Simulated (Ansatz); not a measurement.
Density of states of BeSe (F-43m, a = 5.178 Å, b = 5.178 Å, c = 5.178 Å, α = 90.00°, β = 90.00°, γ = 90.00°), in states per eV and primitive cell, averaged over bins of 0.3 eV. All numbers below come from Ansatz, DFT PBE, scalar-relativistic, plane waves, PAW.

Cutoff 420 eV; k points 8×8×8 on the computed 2-atom cell (Γ-centred); Gaussian smearing, width 0.02 eV; no spin polarisation.

The cell is relaxed at this level. The states (both spins) are summed by tetrahedra on a 12×12×12 mesh at the self-consistent density. Energies are bin centres; the table starts no lower than −8 eV and ends at 6 eV, or lower where the solved bands end.

The gap is 2.67 eV at this level, with the zero inside it.

```tsv
E − E_F (eV)	total	Se 4p	Be 2s	Se 4s
-6.80	0.18	0.15	0.03	0.00
-6.50	0.57	0.47	0.08	0.01
-6.20	1.23	0.98	0.21	0.02
-5.90	2.38	1.83	0.45	0.06
-5.60	0.64	0.49	0.09	0.04
-5.30	0.43	0.34	0.05	0.03
-5.00	0.98	0.85	0.06	0.03
-4.70	1.03	0.89	0.07	0.02
-4.40	1.03	0.90	0.06	0.02
-4.10	1.32	1.17	0.06	0.02
-3.80	1.69	1.52	0.04	0.02
-3.50	1.65	1.48	0.04	0.01
-3.20	1.58	1.42	0.03	0.01
-2.90	1.54	1.40	0.02	0.01
-2.60	1.52	1.39	0.01	0.01
-2.30	1.08	0.98	0.01	0.00
-2.00	0.65	0.60	0.00	0.00
-1.70	0.40	0.37	0.00	0.00
-1.40	0.09	0.09	0.00	0.00
-1.10	0.00	0.00	0.00	0.00
-0.80	0.00	0.00	0.00	0.00
-0.50	0.00	0.00	0.00	0.00
-0.20	0.00	0.00	0.00	0.00
0.10	0.00	0.00	0.00	0.00
0.40	0.00	0.00	0.00	0.00
0.70	0.00	0.00	0.00	0.00
1.00	0.00	0.00	0.00	0.00
1.30	0.00	0.00	0.00	0.00
1.60	0.08	0.00	0.00	0.00
1.90	0.19	0.00	0.00	0.00
2.20	0.29	0.01	0.01	0.00
2.50	0.41	0.01	0.02	0.00
2.80	0.56	0.02	0.04	0.01
3.10	1.09	0.06	0.21	0.04
3.40	2.00	0.13	0.49	0.10
3.70	1.53	0.11	0.33	0.05
4.00	1.19	0.09	0.20	0.03
4.30	0.89	0.09	0.16	0.02
4.60	2.02	0.20	0.29	0.05
4.90	2.00	0.19	0.29	0.03
5.20	1.41	0.12	0.17	0.02
5.50	1.29	0.11	0.13	0.01
5.80	1.30	0.11	0.15	0.02
```

The columns after the total are the Löwdin projections on the occupied valence shells of the potentials. The rest of the total lies in shells that are empty in the free atom, which aren't projected, and between the atoms.

Cost: 1 run of about 0.32 core-minutes, on Arm Neoverse V2 (shared hosts).